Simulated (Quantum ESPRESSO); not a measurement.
Crystal: C.

```
C
1.0
     1.23319    0.71198    8.28262
    -1.23319    0.71198    8.28262
     0.00000   -1.42396    8.28262
C
4
Direct
  0.08717 0.08717 0.08717
  0.75385 0.75385 0.75385
  0.24615 0.24615 0.24615
  0.91283 0.91283 0.91283
```

This isn't the form of C at room conditions, which is graphite.

Base run:

| Property | Result |
| --- | --- |
| Program | Quantum ESPRESSO 7.5 |
| Functional | PBEsol |
| Potentials or basis | GBRV 1.5 PBEsol |
| Cutoff | 612 eV |
| Density cutoff | 4898 eV |
| k mesh | 12 × 12 × 12 |
| Occupations | fermi-dirac, width 0.05 eV |
| Spin | no spin polarisation |

Its results: band gap on the k mesh 0.19 eV, direct; pressure -2.1 GPa; largest force 0.005 eV/Å.

Task: The run is repeated on the same cell with these changes: functional from PBEsol to LDA; potentials or basis from GBRV 1.5 PBEsol to GBRV 1.5 LDA. What comes out?

Result: Band gap on the k mesh 0.19 eV, direct; pressure -6.4 GPa; largest force 0.009 eV/Å.

Caveats: the mesh misses the band edges, which the band path finds closer together.

Not every run made on this cell is shown here.
